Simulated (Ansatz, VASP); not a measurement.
Two plane-wave programs on TiO

```
Ti O
1.0
     2.83510    0.00000    0.00000
    -1.41755    2.45527    0.00000
     0.00000    0.00000    3.01730
Ti O
1 1
Direct
  0.66667 0.33333 0.00000
  0.00000 0.00000 0.50000
```

Alike in both runs: task single point; functional PBEsol; k mesh 18 × 18 × 16; occupations gaussian, width 0.15 eV; no spin polarisation.

|  | VASP | Ansatz |
| --- | --- | --- |
| version | VASP 6.6.1 | Ansatz 0.2.0 |
| potentials or method | VASP PAW PBE potentials, release 64 (Ti_sv, O) | scalar-relativistic, plane waves, PAW |
| plane-wave cutoff (eV) | 520 | 520 |
| valence electrons in the cell | 18 | 18 |

```tsv
	VASP	Ansatz	Ansatz less VASP
gap on the k mesh at the Fermi level (eV)	none	none	-
pressure (GPa)	-22.3	-22.7	-0.47
largest component of the traceless stress (GPa)	15.92	16.02	+0.105
```

A gap of «none» marks a metal or a gap that the smearing closes. With one functional, cell and mesh, what is left measures potentials, basis and numerics. Ansatz warned: «pseudo_functional_mismatch».

Caveats: so large a pressure means that the cell lies far from this level's equilibrium, or that cutoff or potentials fall short (VASP); the potentials were made for another functional, which shifts forces and pressure (VASP); semilocal functionals often make such compounds metallic where correlation or magnetic order opens a gap, which also shifts bond lengths.
